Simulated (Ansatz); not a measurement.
**TiO₂: a ladder of calculations**

Cell of run 1: a structure deposited in the COD, taken as it stands.

```cif
data_TiO2
_symmetry_space_group_name_H-M 'P4_2/mnm'
_symmetry_Int_Tables_number 136
_cell_length_a 4.5922
_cell_length_b 4.5922
_cell_length_c 2.9574
_cell_angle_alpha 90.000
_cell_angle_beta 90.000
_cell_angle_gamma 90.000
loop_
_atom_site_label
_atom_site_type_symbol
_atom_site_symmetry_multiplicity
_atom_site_Wyckoff_symbol
_atom_site_fract_x
_atom_site_fract_y
_atom_site_fract_z
Ti Ti 2 a 0.0000 0.0000 0.0000
O O 4 f 0.3050 0.3050 0.0000
```

One atom of each set is listed.

Relaxed positions (PBE, cell held):

Ti (0.0000, 0.0000, 0.0000)
O (0.3042, 0.3042, 0.0000)

All runs are DFT with Ansatz 0.2.0 (plane waves and PAW, scalar-relativistic unless spin–orbit coupling is named, Γ-centred meshes, Fermi–Dirac smearing where given) in this cell.

Run 1: PBE, atoms as given; 420 eV, 7×7×10 k-points, smearing 0.02 eV.
Run 2: PBE, atoms relaxed; 420 eV, 7×7×10 k-points, smearing 0.02 eV.
Run 3: r2SCAN, at the relaxed atoms; 500 eV, 7×7×10 k-points, smearing 0.02 eV.
Run 4: LDA, at the relaxed atoms; 420 eV, 7×7×10 k-points, smearing 0.02 eV.

```csv
run,Ti V_zz (η),O V_zz (η)
1,-2.27 (0.29),2.37 (0.95)
```

The results of the other runs, out of order. V_zz in 10²¹ V/m².

| result | Ti V_zz (η) | O V_zz (η) |
| --- | --- | --- |
| A | -1.81 (0.15) | 2.14 (0.92) |
| B | -2.05 (0.10) | -2.66 (0.88) |
| C | -1.99 (0.09) | 2.39 (1.00) |

(1) Which result belongs to which run?

Answers

(1) A is run 4, B is run 3, C is run 2. Taken one at a time, the functional (between the two that differ most) moves the tensors on these sites by up to 0.60 (largest principal value of the change, on O), the positions of the atoms (as given or relaxed) by 0.38 (Ti). On some sites the largest principal value moves to another axis from run to run, and the sign of V_zz can flip with it. On O η is near 1, so the change of sign is little more than a relabelling of axes.

The cell isn't the equilibrium one in runs 1, 2, 4 (calculated pressure 5, 5, -8 GPa), and the entry's cell may itself be off.
